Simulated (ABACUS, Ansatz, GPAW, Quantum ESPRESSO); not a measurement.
Fitting the PBE energy curve of FeO

```
CELL_PARAMETERS angstrom
0.00000 2.15540 2.15540
2.15540 0.00000 2.15540
2.15540 2.15540 0.00000
ATOMIC_POSITIONS crystal
Fe 0.00000 0.00000 0.00000
O 0.50000 0.50000 0.50000
```

The cell was scaled at fixed shape and fractions and run with GPAW, GPAW PAW data sets (gpaw-data 1.2.1), cutoff 800 eV; PBE, k mesh 11 × 11 × 11 on the cell of 2 atoms, fermi-dirac occupations of 0.05 eV, collinear spin, ferromagnetic start, no spin-orbit coupling. Energies are those that the program minimises, any entropy of the smearing included. For a metal such a mesh isn't converged to the digits shown. The magnetic state is the one that the start led to, which needn't be the lowest.

| V (Å³/atom) | energy over the lowest row (meV/atom) |
| --- | --- |
| 9.4126 | 29.97 |
| 9.6129 | 14.10 |
| 9.8132 | 4.35 |
| 10.0134 | 0.00 |
| 10.2137 | 0.51 |
| 10.4140 | ? |
| 10.6143 | 14.17 |

Problem. Fit the third-order Birch-Murnaghan form, give V0, B0 and B′, and predict the energy left open.

Solution. With y = (V0/V)^(2/3), E = E0 + (9 V0 B0/16) [(y - 1)³ B′ + (y - 1)² (6 - 4y)]. Least squares through the rows shown give V0 = 10.0901 Å³/atom, E0 = -0.35 meV, B0 = 187.7 GPa (1 eV/Å³ = 160.218 GPa) and B′ = 4.57, with a largest miss of 0.01 meV. At V = 10.4140 the form with these constants gives 5.39 meV; the run gave 5.33 meV an atom. Other set-ups at this level, from all their volumes (Å³/atom, GPa): ABACUS, PseudoDojo NC SR 0.4.1 PBE standard, plane waves: V0 9.966, B0 185.6; Ansatz, Ansatz PAW (earlier soft set): V0 10.008, B0 184.6; Ansatz, all-electron LAPW, scalar-relativistic: V0 9.998, B0 185; Quantum ESPRESSO, SSSP 1.3 efficiency PBE: V0 10.048, B0 184.4.

The curve is that of a stiff, mainly ionic oxide. Compression costs more than an equal expansion because the overlap repulsion between the Fe and O shells rises faster than the electrostatic attraction, with Fe–O covalency adding to the binding. The form describes the fitted rows to 0.01 meV, yet misses the withheld one by more, 5.39 against 5.33 meV. That is harmless for V0, but it shows that the fit residual understates the error of interpolation. The smooth course suggests that no abrupt spin transition occurs in this range.

Among the set-ups listed, this one has both the largest volume and the highest bulk modulus, whereas a larger volume normally goes with a softer lattice. The differences are therefore not a simple shift along a common curve, and may reflect the data sets or different d occupations. A good equation of state is no evidence for a correct electronic structure: FeO is a correlated insulator, and semilocal functionals commonly leave its partly filled minority-spin t2g shell metallic.
